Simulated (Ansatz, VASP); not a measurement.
**LiH in VASP and in Ansatz**

INCAR

```
  PREC = Accurate
  ENCUT = 520
  EDIFF = 1E-6
  ISMEAR = 0
  SIGMA = 0.01
  LREAL = False
  LASPH = True
  NELM = 100
  ALGO = Normal
  ISIF = 2
  LWAVE = False
  LCHARG = False
  GGA = PE
  NBANDS = 9
```

File KPOINTS:

```
regular mesh
0
Gamma
  10 10 10
```

POSCAR

```
LiH
1.0
    0.0000000000      2.0029948666      2.0029948666
    2.0029948666      0.0000000000      2.0029948666
    2.0029948666      2.0029948666      0.0000000000
Li H
1 1
Direct
    0.0000000000      0.0000000000      0.0000000000
    0.5000000000      0.5000000000      0.5000000000
```

Input for Ansatz:

```yaml
crystal:
  lattice:
    - [0.0, 2.0029948666, 2.0029948666]
    - [2.0029948666, 0.0, 2.0029948666]
    - [2.0029948666, 2.0029948666, 0.0]
  atoms:
    - { symbol: Li, position: [0.0, 0.0, 0.0] }
    - { symbol: H, position: [0.5, 0.5, 0.5] }
kpoints:
  mp_grid: { grid: [10, 10, 10] }
  band_path:
    path:
      - [0.0, 0.0, 0.0]
      - [0.5, 0.0, 0.5]
      - [0.625, 0.25, 0.625]
      - [0.375, 0.375, 0.75]
      - [0.5, 0.5, 0.5]
      - [0.5, 0.25, 0.75]
      - [0.0, 0.5, 0.5]
    npoints: 1
hamiltonian:
  xc: pbe
scf:
  occupations: { method: fixed }
  n_extra_bands: 4
output:
  forces: true
  stress: true
  eigenvalues: true
```

Alike in both runs: task single point; functional PBE; k mesh 10 × 10 × 10; no spin polarisation.

```csv
,VASP,Ansatz
version,VASP 6.6.1,Ansatz 0.2.0
potentials or method,"VASP PAW PBE potentials, release 64 (Li_sv, H)","plane waves, PAW"
plane-wave cutoff (eV),520,420
occupations,"gaussian, width 0.01 eV",fixed
valence electrons in the cell,4,4
```

```tsv
	VASP	Ansatz	Ansatz less VASP
gap on the k mesh at the Fermi level (eV)	2.98	2.98	+0.006
```

 PBE gaps usually lie below the measured ones, often by a third to a half. A k mesh can miss the band edges.
